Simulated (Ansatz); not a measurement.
# BaTiO3: the cost of one run

Method: DFT PBE+U, scalar-relativistic, plane waves, PAW, in Ansatz 0.2.0.

2 further runs of the same task are left out: 1 that didn't finish, 1 set aside as unsound or not needed.

## Step 1: The starting structure

It takes space group Amm2 (No. 38, orthorhombic). Conventional cell: a = 4.008 Å, b = 5.747 Å, c = 5.772 Å, α = 90.00°, β = 90.00°, γ = 90.00°. Around Ba (site symmetry mm2) lie 12 O at 2.79 to 2.98 Å. Ti (site symmetry mm2) is surrounded by 6 O at 1.89 to 2.19 Å. Around O (site symmetry mm2) lie 2 Ti at 2.01 Å and 4 Ba at 2.79 to 2.98 Å. Around O (site symmetry m) lie 2 Ti at 1.89 to 2.19 Å.

Coordinates:

```xyz
5
Lattice="4.0082 0.0000 0.0000 0.0000 2.8733 2.8859 0.0000 -2.8733 2.8859" Properties=species:S:1:pos:R:3 pbc="T T T"
Ba    0.0000    0.0000    0.0466
Ti    2.0041    0.0000    2.9997
O     0.0000    0.0000    2.8376
O     2.0041   -1.4056    4.2619
O     2.0041    1.4056    4.2619
```

It is the result of an earlier relaxation at this level (volume 13.29 Å³/atom; gap on the mesh: 2.52 eV).

## Step 2: The reference: the undisturbed cell on the scan's mesh

Input file input.yaml:

```yaml
crystal:
  lattice:
    - [4.0082194746, 0.0, 0.0]
    - [0.0, 2.8732814721, 2.8859183788]
    - [0.0, -2.8732814721, 2.8859183788]
  atoms:
    - { symbol: Ba, position: [0.0, 0.0080771845, 0.0080771845] }
    - { symbol: Ti, position: [0.5, 0.5197092871, 0.5197092871] }
    - { symbol: O, position: [0.0, 0.491626839, 0.491626839] }
    - { symbol: O, position: [0.5, 0.4938075372, 0.9829991522] }
    - { symbol: O, position: [0.5, 0.9829991522, 0.4938075372] }
basis:
  ecutwfc: 420
kpoints:
  mp_grid: { grid: [6, 6, 6] }
hamiltonian:
  xc: pbe
  hubbard: { sites: [{ species: Ti, l: d, u_eff: 4.0 }] }
scf:
  occupations: { method: gaussian, width: 0.05 }
output:
  forces: true
  stress: true
  eigenvalues: true
  write_density: true
  write_potential: true
  elf: true
  volumetric_format: npy
```

Started as:

```console
$ ansatz run input.yaml --threads 1 --pin off --max-ram 2560MiB --backend cpu --events-out ev --progress --plain --runs-dir out
```

**Question.** How long does this run take on 1 thread of Arm Neoverse V2, shared host, and how much memory does it need?

About 17 s, with a peak of 0.4 GiB.
